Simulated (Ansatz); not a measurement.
# CsPbI₃ in the cubic perovskite structure (space group Pm-3m, No. 221)

```
CsPbI3
1.0
    6.24728     0.00000     0.00000
    0.00000     6.24728     0.00000
    0.00000     0.00000     6.24728
Cs Pb I
1 1 3
Direct
  0.00000   0.00000   0.00000
  0.50000   0.50000   0.50000
  0.00000   0.50000   0.50000
  0.50000   0.50000   0.00000
  0.50000   0.00000   0.50000
```

Method: PBEsol in Ansatz (plane waves to 420 eV, PAW, scalar-relativistic without spin-orbit coupling). k-mesh 6×6×6 (Γ-centred); smearing 0.05 eV (Fermi–Dirac).

- Volume per atom = 48.76 Å³
- Density = 4.91 g/cm³
- Band gap = 1.19 eV, direct at R
- Electron mass (degenerate bands, along [100]) = 0.059, 0.67, 0.67 mₑ
- Hole mass = 0.11 mₑ
- Lowest conduction-band minima above the VBM = R along ⟨111⟩ 1.19 eV
- Total energy = -7928.491 eV/atom (σ→0; compares only within this code and set-up)

With I and Pb present, leaving out spin-orbit coupling can change the band edges. Effective masses come from finite differences of ±0.01 Å⁻¹. No phonon test of stability was made. Many cubic perovskites are stable only at high temperature; tilts and polar distortions were not tested. This is not the structure that CsPbI3 has at room temperature and ambient pressure.

Ansatz is a program for electronic structure.
